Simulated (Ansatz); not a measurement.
The system is KMgF3.

```
CELL_PARAMETERS angstrom
3.98590 0.00000 0.00000
0.00000 3.98590 0.00000
0.00000 0.00000 3.98590
ATOMIC_POSITIONS crystal
K 0.50000 0.50000 0.50000
Mg 0.00000 0.00000 0.00000
F 0.00000 0.00000 0.50000
F 0.00000 0.50000 0.00000
F 0.50000 0.00000 0.00000
```

Base run:

| Item | Value |
| --- | --- |
| Program | Ansatz 0.2.0 |
| Functional | PBE0 |
| Potentials or basis | Ansatz PAW |
| Cutoff | 420 eV |
| Density cutoff | 1680 eV |
| k mesh | 6 × 6 × 6 |
| Occupations | fermi-dirac, width 0.05 eV |
| Spin | no spin polarisation |

Its results: band gap on the k mesh 10.34 eV, indirect (least direct gap 10.64 eV).

Question: After a change of settings the same cell gave: band gap on the k mesh 9.58 eV, indirect (least direct gap 9.88 eV). Which change was it?
A. functional from PBE0 to LDA; k mesh from 6 × 6 × 6 to 7 × 7 × 7
B. functional from PBE0 to HSE06
C. functional from PBE0 to PBE; k mesh from 6 × 6 × 6 to 7 × 7 × 7
D. functional from PBE0 to PBEsol; k mesh from 6 × 6 × 6 to 7 × 7 × 7

Answer: B.

Not every run made on this cell is shown here.
